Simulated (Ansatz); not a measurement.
**Rigid-band transport of added carriers in SrCl2 — Ansatz, plane waves and PAW**

Space group Fm-3m (No. 225), 3 atoms in the cell of the first input below: a = 4.929 Å, b = 4.929 Å, c = 4.929 Å, α = 60.00°, β = 60.00°, γ = 60.00°.

The cell was built from a prototype of a structure type listed for this compound, at its measured volume, taken without relaxation (pressure 1.1 GPa with this functional, without spin–orbit coupling). Functional: PBE.

Spin–orbit coupling is left out. Kohn–Sham gap on the run's mesh: 5.35 eV (the true one may be smaller).

The states of the whole zone with their velocity products:

```yaml
crystal:
  lattice:
    - [0.0, 3.4855019323, 3.4855019323]
    - [3.4855019323, 0.0, 3.4855019323]
    - [3.4855019323, 3.4855019323, 0.0]
  atoms:
    - { symbol: Sr, position: [0.0, 0.0, 0.0] }
    - { symbol: Cl, position: [0.25, 0.25, 0.25] }
    - { symbol: Cl, position: [0.75, 0.75, 0.75] }
basis:
  ecutwfc: 420
  ecutrho_ratio: 4
kpoints:
  mp_grid: { grid: [8, 8, 8] }
hamiltonian:
  xc: pbe
scf:
  occupations: { method: gaussian, width: 0.05 }
output:
  forces: true
  stress: true
  eigenvalues: true
  states_by_energy: { minimum_broadening: 0.05 }
```

```bash
ansatz run input.yaml --threads 4 --pin off --max-ram 9216MiB --backend cpu --events-out ev --progress --plain --runs-dir out
```

Time: 24 s on 4 threads of AMD EPYC 9R45 96-Core Processor (Zen 5) (shared host), peak memory 1 GiB.

From that table, at a constant relaxation time τ with Fermi–Dirac weights and rigid bands:

```
T (K)  doping (cm⁻³)  μ − E_F (eV)  σ_xx/τ (10²⁰/Ω m s)  S_xx (μV/K)  Lorenz (10⁻⁸ V²/K²)  ħω_p,xx (eV)
  600         n 1e19         2.633              0.00574         -347                 2.77         0.168
  600         p 1e19        -2.463              0.00222          568                 1.82         0.104
  600         n 1e20         2.779               0.0508         -200                 2.56         0.499
  600         p 1e20        -2.584                0.022          370                 1.84         0.329
  600         n 1e21         2.997                0.387          -90                 2.16         1.376
  600         p 1e21        -2.726                0.209          184                 2.01         1.012
  900         n 1e19         2.525              0.00478         -447                 2.39         0.153
  900         p 1e19        -2.300              0.00195          633                 1.96         0.098
  900         n 1e20         2.717                0.045         -269                 2.24         0.469
  900         p 1e20        -2.480               0.0195          436                 1.97         0.309
  900         n 1e21         2.973                0.365         -124                 1.96         1.337
  900         p 1e21        -2.674                0.187          247                 2.05         0.956
```

Q: Which of the dopings listed at 600 K has the largest power factor S²σ/τ along x?

A: n 1e19: 0.69, p 1e19: 0.71, n 1e20: 2, p 1e20: 3, n 1e21: 3.1, p 1e21: 7.1 (10¹¹ W/m K² s), so p 1e21 cm⁻³, if τ is the same for all.

Caveats: crystals with gaps this wide can seldom be doped to such densities with both signs of carrier, so the rows show what the bands would give; melting, decomposition and changes of phase at these temperatures weren't checked; no scattering is computed, and the gap isn't corrected.

At every listed density and temperature, holes give the larger thermopower and electrons the larger σ/τ. This follows from the band characters: the valence top is built from Cl 3p states, whose weak overlap between anions gives flat, closely spaced bands, whereas the conduction minimum is probably a more dispersive state with Sr 5s character. A large density of states keeps the hole chemical potential further from the degenerate regime, and at 600 K the gain in S² outweighs the lower conductivity. That advantage is negligible at 1e19 cm⁻³ and reverses there at 900 K, so it isn't a general rule.

The n-type Lorenz number falls with doping, opposite to a single parabolic band at constant τ. Higher conduction states, perhaps of Sr 4d character, may contribute, but coarse sampling of a small electron pocket could do the same.

The favourable p-type power factor doesn't imply useful hole transport: holes in alkaline-earth halides tend to self-trap on halogen pairs as V_K centres, and would then move by hopping rather than as band carriers.
